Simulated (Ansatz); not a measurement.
The system is MnO2.

```
CELL_PARAMETERS angstrom
2.85658 0.00000 0.00000
-1.42829 2.47387 0.00000
0.00000 0.00000 4.60137
ATOMIC_POSITIONS crystal
Mn 0.00000 0.00000 0.50000
O 0.33333 0.66667 0.70629
O 0.66667 0.33333 0.29371
```

Measurements of this composition are mostly on another form, of space group No. 136.

Base run:

```yaml
Program: Ansatz 0.2.0
Functional: PBE
Potentials_or_basis: Ansatz PAW
Cutoff: "420 eV (not typed: the program's choice for these potentials)"
k_mesh: 11 × 11 × 6
Occupations: gaussian, width 0.014 eV
Spin: collinear spin, ferromagnetic start
Starting_moments: "[4.0, 0.0, 0.0] μB"
```

Its results: band gap on the k mesh 0.85 eV, indirect (least direct gap 0.90 eV); pressure 4.8 GPa; net moment 3.00 μB per cell; site moments Mn +2.49; O +0.05 μB; largest force 0.218 eV/Å.

Q: The run is repeated on the same cell with these changes: functional from PBE to r2SCAN; cutoff from 420 eV (not typed: the program's choice for these potentials) to 500 eV (not typed: the program's choice for these potentials); occupations from gaussian, width 0.014 eV to fermi-dirac, width 0.05 eV. What comes out?

A: Band gap on the k mesh 1.93 eV, indirect (least direct gap 2.02 eV); pressure -0.7 GPa; net moment 3.00 μB per cell; site moments Mn +2.59; O +0.02 μB; largest force 0.080 eV/Å.

Caveats: a cell with one magnetic atom can't hold antiferromagnetic order, which such compounds often take; odd divisions of the mesh miss points on the zone boundary, where band edges often lie, so the gap on the mesh can be too wide (some runs); the magnetic or orbital state may not be the lowest (some runs); the PAW data sets come from PBE, with cores solved anew for the run's functional, which leaves a small shift of forces and pressure (some runs).
